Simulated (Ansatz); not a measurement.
The system is Ga.

```
Ga
1.0
     2.77842    0.00000    0.00000
     0.00000    3.28161    0.00000
    -1.34343    0.00000    3.99027
Ga
2
Direct
  0.13460 0.75000 0.77017
  0.86540 0.25000 0.22983
```

This isn't the form of Ga at room conditions, which is orthorhombic.

```yaml
Program: Ansatz 0.2.0
Task: relaxation of cell and atoms
Functional: B3LYP
Potentials_or_basis: Ansatz PAW
Cutoff: "420 eV (not typed: the program's choice for these potentials)"
k_mesh: 5 × 4 × 4
Occupations: fermi-dirac, width 0.05 eV
Spin: no spin polarisation
```

At the start: volume 18.19 Å³/atom.

Q: Where does the relaxation end?

A: It ends after 8 steps and the volume is 20.29 Å³/atom (+11.6 %); space group P2_1/m (No. 11, to 0.05 Å).

Step by step:
```csv
step,energy change (eV),largest force (eV/Å),volume (Å³)
1,0.0000,0.0319,36.38
2,-0.0865,0.0398,38.81
3,-0.0985,0.0345,40.20
4,-0.0993,0.0240,40.57
5,-0.0996,0.0057,40.75
6,-0.0999,0.0035,40.66
7,-0.0999,0.0008,40.59
8,-0.1015,0.0008,40.59
```

Final structure:
```cif
data_structure
_symmetry_space_group_name_H-M 'P 1'
_symmetry_Int_Tables_number 1
_cell_length_a 2.8920
_cell_length_b 3.5111
_cell_length_c 4.2348
_cell_angle_alpha 90.000
_cell_angle_beta 109.272
_cell_angle_gamma 90.000
_cell_volume 40.59
loop_
_atom_site_label
_atom_site_type_symbol
_atom_site_fract_x
_atom_site_fract_y
_atom_site_fract_z
_atom_site_occupancy
Ga1 Ga 0.15110 0.75000 0.77173 1
Ga2 Ga 0.84890 0.25000 0.22827 1
```

Caveat: the k mesh is coarse (spacing up to 0.48 Å⁻¹), so the values aren't converged, least of all with exact exchange; the plane-wave basis is chosen anew once the cell has moved, so the energies of steps on either side of that aren't comparable; the PAW data sets come from PBE, with cores solved anew for the run's functional, which leaves a small shift of forces and pressure.
